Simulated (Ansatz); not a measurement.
Si2W under changes of volume

One of the cells (13.646 Å³/atom); the others are scaled copies at fixed shape and fractional positions:

```
W Si
1.0
     4.61685    0.00000    0.00000
    -2.30843    3.99831    0.00000
     0.00000    0.00000    6.65322
W Si
3 6
Direct
  0.50000 0.00000 0.50000
  0.50000 0.50000 0.83333
  0.00000 0.50000 0.16667
  0.32725 0.16363 0.16667
  0.83637 0.16363 0.83333
  0.16363 0.32725 0.50000
  0.67275 0.83637 0.16667
  0.16363 0.83637 0.83333
  0.83637 0.67275 0.50000
```

Measurements of this composition are mostly on another form, of space group No. 139.

* Program: Ansatz 0.2.0
* Functional: PBEsol
* Potentials or basis: Ansatz PAW
* Cutoff: 420 eV (not typed: the program's choice for these potentials)
* k mesh: 7 × 7 × 4
* Occupations: fermi-dirac, width 0.05 eV
* Spin: no spin polarisation

```csv
volume (Å³/atom),energy over the lowest point (meV/atom),pressure (GPa),gap on the mesh (eV),largest force (eV/Å)
12.827,13.20,9.3,0.22,0.001
13.100,2.13,3.8,0.22,0.012
13.373,0.00,-1.2,0.22,0.024
13.646,5.89,-5.6,0.22,0.035
13.919,18.94,-9.6,0.22,0.046
14.192,38.41,-13.1,0.21,0.056
14.465,?,?,?,?
```

Question: What does the run at 14.465 Å³/atom give?

Answer: Energy over the lowest point 63.62 meV/atom; pressure -16.3 GPa; gap on the mesh 0.20 eV; largest force 0.066 eV/Å.

Worked out: A Birch-Murnaghan fit of order 3 (a polynomial in V^(-2/3)) to the other rows has its minimum at 13.30 Å³/atom with B0 = V·E''(V) = 235 GPa and B' = 4.4 at fixed shape and positions, which overstates the stiffness. It gives 63.63 meV/atom at 14.465 Å³/atom, against the run's 63.62, and -dE/dV = -16.4 GPa, against -16.3. A straight line through the other rows of the gap, of slope -0.0697 eV per unit of ln V, extrapolates to 0.21 eV, against the run's 0.20.

Energies are extrapolated to zero smearing.

Caveats: odd divisions of the mesh miss points on the zone boundary, where band edges often lie, so the gap on the mesh can be too wide; spin-orbit coupling is left out, which moves the levels of the heavy elements; the PAW data sets come from PBE, with cores solved anew for the run's functional, which leaves a small shift of forces and pressure.

A mesh can miss the band edges.
